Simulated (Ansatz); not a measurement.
# AlNi: the cost of one run

Method: DFT PBE, scalar-relativistic, in Ansatz 0.2.0.

## 1. The system as given

It takes space group Pm-3m (No. 221, cubic). Conventional cell: a = 2.881 Å, b = 2.881 Å, c = 2.881 Å, α = 90.00°, β = 90.00°, γ = 90.00°. Around Al (site symmetry m-3m) lie 8 Ni at 2.50 Å. Around Ni (site symmetry m-3m) lie 8 Al at 2.50 Å.

Structure file:

```xyz
2
Lattice="2.8810 0.0000 0.0000 0.0000 2.8810 0.0000 0.0000 0.0000 2.8810" Properties=species:S:1:pos:R:3 pbc="T T T"
Al    0.0000    0.0000    0.0000
Ni    1.4405    1.4405    1.4405
```

Atoms are numbered in the order of the input: Al1, Ni2.

## 2. After the deformation

Space group Pm-3m before, R-3m after.

## 3. All-electron LAPW

Input file input.yaml:

```yaml
crystal:
  lattice:
    - [2.881, -0.02881, -0.02881]
    - [-0.02881, 2.881, -0.02881]
    - [-0.02881, -0.02881, 2.881]
  atoms:
    - { symbol: Al, position: [0.0, 0.0, 0.0] }
    - { symbol: Ni, position: [0.5, 0.5, 0.5], spin: 1.5 }
magnetization:
  spin_polarized: true
kpoints:
  mp_grid: { grid: [13, 13, 13] }
  band_path:
    path:
      - [0.0, 0.0, 0.0]
      - [0.5, 0.0, 0.0]
      - [0.5, -0.5, 0.5]
      - [0.4804921086, -0.5195078914, 0.4804921086]
      - [0.4804921086, 0.4804921086, 0.4804921086]
      - [0.0, 0.0, 0.0]
      - [0.5, -0.5, 0.0]
    npoints: 5
scf:
  occupations: { method: fermi_dirac, width: 0.05 }
hamiltonian:
  xc: pbe
  pseudopotentials: { kind: all_electron, lapw: { basis_error: 0.0005 } }
output:
  forces: true
  stress: true
  eigenvalues: true
```

Command:

```bash
ansatz run input.yaml --threads 1 --pin off --max-ram 3072MiB --backend cpu --events-out ev --progress --plain --runs-dir out
```

Q: Estimate wall time and peak memory on 1 thread of Intel Xeon 6975P-C (Granite Rapids), shared host.

About 52 s, with a peak of 0.94 GiB.
